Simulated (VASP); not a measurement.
Crystal: ZnO.

```
Zn O
1.0
     3.24931    0.00000    0.00000
    -1.62465    2.81398    0.00000
     0.00000    0.00000    5.20571
Zn O
2 2
Direct
  0.33333 0.66667 0.50000
  0.66667 0.33333 0.00000
  0.66667 0.33333 0.37901
  0.33333 0.66667 0.87901
```

The cell isn't the ideal one: cell-pbe.

```yaml
Program: VASP 6.6.1
Task: relaxation of cell and atoms
Functional: PBE
Potentials_or_basis: VASP PAW PBE potentials, release 64 (Zn, O)
Cutoff: 600 eV
k_mesh: 9 × 9 × 6
Occupations: gaussian, width 0.01 eV
Spin: no spin polarisation
```

At the start: pressure 5.7 GPa; volume 11.90 Å³/atom.

Problem. How do energy, volume and symmetry change on relaxing?

Solution. Over 14 steps the energy falls by 8.9 meV/atom and the volume is 12.40 Å³/atom (+4.2 %); space group P6_3mc (No. 186, to 0.05 Å).

The path:
```tsv
step	energy change (eV)	largest force (eV/Å)	pressure (GPa)	volume (Å³)
1	0.0000	0.0741	5.67	47.60
2	-0.0283	0.0277	-2.46	50.56
3	-0.0357	0.0031	0.00	49.61
4	-0.0357	0.0044	-0.18	49.65
5	-0.0357	0.0096	0.08	49.55
6	-0.0357	0.0090	0.09	49.57
7	-0.0357	0.0087	0.02	49.57
8	-0.0357	0.0085	0.05	49.57
9	-0.0358	0.0082	0.06	49.58
10	-0.0358	0.0084	0.03	49.60
11	-0.0358	0.0018	-0.10	49.62
12	-0.0358	0.0057	-0.07	49.61
13	-0.0358	0.0023	0.11	49.60
14	-0.0358	0.0007	-0.01	49.61
```

Final structure:
```
CELL_PARAMETERS angstrom
3.28669 0.00000 0.00000
-1.64335 2.84636 0.00000
0.00000 0.00000 5.30257
ATOMIC_POSITIONS crystal
Zn 0.33333 0.66667 0.49992
Zn 0.66667 0.33333 0.99992
O 0.66667 0.33333 0.37909
O 0.33333 0.66667 0.87909
```
